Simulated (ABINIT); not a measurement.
CdO (Monteponite):

```
Cd O
1.0
     0.00000    2.34950    2.34950
     2.34950    0.00000    2.34950
     2.34950    2.34950    0.00000
Cd O
1 1
Direct
  0.00000 0.00000 0.00000
  0.50000 0.50000 0.50000
```

Base run:

- Program: ABINIT 10.8.3 (patched build)
- Functional: SOGGA
- Potentials or basis: JTH PAW PBE v2.0
- Cutoff: 626 eV
- k mesh: 10 × 10 × 10
- Occupations: fermi-dirac, width 0.05 eV
- Spin: no spin polarisation

Its results: band gap on the k mesh none (metal or under the smearing width); pressure -2.1 GPa.

Question: After a change of settings the same cell gave: band gap on the k mesh none (metal or under the smearing width); pressure -0.3 GPa. Which change was it?
A. functional from SOGGA to HLE16
B. functional from SOGGA to PBE; potentials or basis from JTH PAW PBE v2.0 to SPMS NC PBE v1.0; cutoff from 626 eV to 1116 eV; valence electrons from 18 to 26
C. functional from SOGGA to AM05
D. functional from SOGGA to LDA-VWN; potentials or basis from JTH PAW PBE v2.0 to JTH PAW LDA v2.0

Answer: C.

Caveats: the PAW data sets were made with another functional, which shifts forces and pressure a little; this crystal is a semiconductor, whose small gap the functional closes, so the metal is an error of the method.
